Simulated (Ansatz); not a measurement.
**BN (F-43m), zone-centre modes**

All numbers below come from DFT PBE, scalar-relativistic, plane waves, PAW (Ansatz 0.2.0). Settings: plane waves to 420 eV, k-mesh 12×12×12 (Γ-centred), Gaussian smearing 0.05 eV. No spin polarisation.

Reference structure (relaxed at this level):

```
B N
1.0
     0.00000    1.81235    1.81235
     1.81235    0.00000    1.81235
     1.81235    1.81235    0.00000
B N
1 1
Direct
  0.00000 0.00000 0.00000
  0.75000 0.75000 0.75000
```

Harmonic modes by finite displacements of 0.02 Å, without the LO–TO term.

Task: At this geometry, is the structure stable against these modes?

Result: Yes: no mode is imaginary beyond 10 cm⁻¹, and only the three translations lie near zero.

Task: List the wavenumbers in cm⁻¹.

Result: 0, 0, 0, 1026, 1026, 1026.

Cost: 1 run of about 0.13 core-minutes, on Arm Neoverse V1 (shared hosts).